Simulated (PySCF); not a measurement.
# SMILES c1cn[nH]c1, C₃H₄N₂

Geometry:
```json
{"atom": "C1", "x (Å)": "0.156", "y (Å)": "1.027", "z (Å)": "0.042"}
{"atom": "C2", "x (Å)": "1.217", "y (Å)": "0.114", "z (Å)": "-0.154"}
{"atom": "N3", "x (Å)": "0.777", "y (Å)": "-1.132", "z (Å)": "-0.262"}
{"atom": "N4", "x (Å)": "-0.542", "y (Å)": "-1.034", "z (Å)": "-0.140"}
{"atom": "C5", "x (Å)": "-0.975", "y (Å)": "0.234", "z (Å)": "0.044"}
{"atom": "H6", "x (Å)": "0.207", "y (Å)": "2.106", "z (Å)": "0.164"}
{"atom": "H7", "x (Å)": "2.285", "y (Å)": "0.320", "z (Å)": "-0.219"}
{"atom": "H8", "x (Å)": "-1.106", "y (Å)": "-1.872", "z (Å)": "-0.190"}
{"atom": "H9", "x (Å)": "-2.030", "y (Å)": "0.473", "z (Å)": "0.161"}
```

Computed with PySCF, GIAO BP86/6-31++G** magnetisability, rotational g tensor and spin-rotation constants, non-relativistic, gas phase. Geometry: PBE0-D3(BJ)/def2-SVP.

How diamagnetic is it, and how anisotropic?

Isotropic -733 × 10⁻³⁰ J/T², or -44.2 × 10⁻⁶ cm³/mol; principal values -1243, -512, -445 × 10⁻³⁰ J/T², anisotropy 766 × 10⁻³⁰ J/T² (root of half the summed squared differences of the principal values). The susceptibility is in cgs units.

Split it along the inertial axes a, b, c into diamagnetic and paramagnetic parts about the centre of mass, with the quadrupole moment.


```
axis  χ (10⁻⁶ cm³/mol)  diamagnetic (10⁻⁶ cm³/mol)  paramagnetic (10⁻⁶ cm³/mol)  summed x² of all electrons (Å²)  quadrupole Θ (D Å)
   a             -30.5                      -183.7                        153.2                             36.9               -3.50
   b             -27.1                      -185.0                        157.9                             36.6               +9.49
   c             -74.8                      -311.5                        236.7                              6.7               -5.99
```
Anisotropies 2χaa − χbb − χcc = +40.9 and 2χbb − χaa − χcc = +51.1 × 10⁻⁶ cm³/mol. Θ is traceless in Buckingham's convention.

And the rotational g tensor?


| axis | rotational constant (GHz) | g | nuclear part | electronic part |
| --- | --- | --- | --- | --- |
| a | 9.7021 | -0.0799 | 0.6184 | -0.6982 |
| b | 9.4939 | -0.1274 | 0.5767 | -0.7041 |
| c | 4.7984 | +0.0637 | 0.5973 | -0.5336 |

Asymmetric top; isotopes 12C, 1H, 14N; no vibrational averaging.
